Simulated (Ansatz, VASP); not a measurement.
**Two plane-wave programs on Se**

File INCAR:

```
PREC     = Accurate       # precision mode
ENCUT    = 520            # plane-wave cutoff, eV
EDIFF    = 1E-6           # SCF threshold, eV
ISMEAR   = 0              # smearing method
SIGMA    = 0.1            # smearing width, eV
LREAL    = False          # projectors in reciprocal space
LASPH    = True           # aspherical terms in the spheres
NELM     = 100            # most SCF steps
ALGO     = Normal         # electronic algorithm
ISIF     = 2              # what is computed and relaxed
LWAVE    = False          # write WAVECAR
LCHARG   = True           # write CHGCAR
GGA      = PS             # functional
LELF     = True           # ELF
LVHAR    = True         
NBANDS   = 20             # bands
```

File KPOINTS:

```
regular mesh
0
Gamma
  4 2 6
```

The input POSCAR:

```
Se
1.0
    4.8681583976      0.0000000000      0.0000000000
    0.0000000000      7.9093295400      0.0000000000
    0.0000000000      0.0000000000      2.7402019956
Se
4
Direct
    0.6740806000      0.4010458100      0.2638364000
    0.8259194000      0.9010458100      0.7361636000
    0.3259194000      0.5989541900      0.2638364000
    0.1740806000      0.0989541900      0.7361636000
```

Input for Ansatz:

```yaml
crystal:
  lattice:
    - [4.8681583976, 0.0, 0.0]
    - [0.0, 7.90932954, 0.0]
    - [0.0, 0.0, 2.7402019956]
  atoms:
    - { symbol: Se, position: [0.6740806, 0.40104581, 0.2638364] }
    - { symbol: Se, position: [0.8259194, 0.90104581, 0.7361636] }
    - { symbol: Se, position: [0.3259194, 0.59895419, 0.2638364] }
    - { symbol: Se, position: [0.1740806, 0.09895419, 0.7361636] }
basis:
  ecutwfc: 420
kpoints:
  mp_grid: { grid: [4, 2, 6] }
hamiltonian:
  xc: pbesol
scf:
  occupations: { method: gaussian, width: 0.1 }
  lower_state_search: "off"
output:
  forces: true
  stress: true
  eigenvalues: true
```

Alike in both runs: task single point; functional PBEsol; k mesh 4 × 2 × 6; occupations gaussian, width 0.1 eV; no spin polarisation.

```csv
,VASP,Ansatz
version,VASP 6.6.1,Ansatz 0.2.0
potentials or method,"VASP PAW PBE potentials, release 64 (Se)","scalar-relativistic, plane waves, PAW"
plane-wave cutoff (eV),520,420
valence electrons in the cell,24,64
```

Ansatz gave:

```
gap on the k mesh at the Fermi level (eV)       : none
pressure (GPa)                                  : -1.0
largest component of the traceless stress (GPa) : 5.86
rms of the force components (eV/Å)              : 0.373
```

**Question.** What did VASP give for the same quantities?

**Answer.** gap on the k mesh at the Fermi level (eV): none; pressure (GPa): -0.8; largest component of the traceless stress (GPa): 5.81; rms of the force components (eV/Å): 0.346.

Atom by atom the forces differ by 0.027 eV/Å (rms over components). A gap of «none» marks a metal or a gap that the smearing closes. With one functional, cell and mesh, what is left measures potentials, basis and numerics. The two sets of potentials don't hold the same shells in valence.

Caveats: the k mesh is coarse (spacing up to 0.40 Å⁻¹), so the values aren't converged; the PAW data sets were made with another functional, which shifts forces and pressure a little (VASP).
